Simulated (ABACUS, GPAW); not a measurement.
## PbS: 3 runs at one level of theory

```
Pb S
1.0
     0.00000    2.96575    2.96575
     2.96575    0.00000    2.96575
     2.96575    2.96575    0.00000
Pb S
1 1
Direct
  0.00000 0.00000 0.00000
  0.50000 0.50000 0.50000
```

Alike in all runs: task equation of state; functional LDA; k mesh 6 × 6 × 6; occupations fermi-dirac, width 0.05 eV; no spin polarisation; no spin-orbit coupling. LDA stands for any of its common fits.

```json
{"program and potentials": "GPAW, the program's PAW data sets (release 1.2.1) made for this functional, newer versions", "plane-wave cutoff (eV)": "600", "notes": "-", "equilibrium volume (Å³/atom)": "24.78", "bulk modulus (GPa)": "60.6"}
{"program and potentials": "ABACUS, GBRV ultrasoft 1.5 LDA, plane waves", "plane-wave cutoff (eV)": "544", "notes": "-", "equilibrium volume (Å³/atom)": "24.84", "bulk modulus (GPa)": "61.4"}
{"program and potentials": "GPAW, PAW data sets generated for this functional", "plane-wave cutoff (eV)": "600", "notes": "-", "equilibrium volume (Å³/atom)": "24.78", "bulk modulus (GPa)": "60.7"}
```

The equilibrium volume spans 24.78 (GPAW, the program's PAW data sets (release 1.2.1) made for this functional, newer versions) to 24.84 Å³/atom (ABACUS, GBRV ultrasoft 1.5 LDA, plane waves). The bulk modulus spans 60.6 (GPAW, the program's PAW data sets (release 1.2.1) made for this functional, newer versions) to 61.4 GPa (ABACUS, GBRV ultrasoft 1.5 LDA, plane waves).

Differences between rows come from potentials, basis sets and numerical settings, since the functional is the same but for its coding. Runs on potential files found faulty are left out.

The three runs describe practically the same compression curve for rocksalt PbS. The two GPAW data sets share an equilibrium volume of 24.78 Å³/atom, and the ultrasoft potentials give 24.84 Å³/atom. The ultrasoft run also has the slightly higher bulk modulus, against the usual softening with expansion, so this small offset probably reflects the potentials or the fit rather than a difference in bonding.

All three volumes lie clearly below that of the printed cell, which is close to the measured lattice. This is the familiar overbinding of LDA, which favours the more uniform, denser electron distribution of a compressed crystal. Because the contraction is common to both kinds of potential, it is unlikely to be a pseudization artefact. Missing spin-orbit coupling is a less likely cause, since it acts mainly on the lead p states, which are largely empty in this compound.

Close agreement on volume and stiffness does not carry over to the band gap, which in lead chalcogenides is small and very sensitive to volume and relativistic effects.
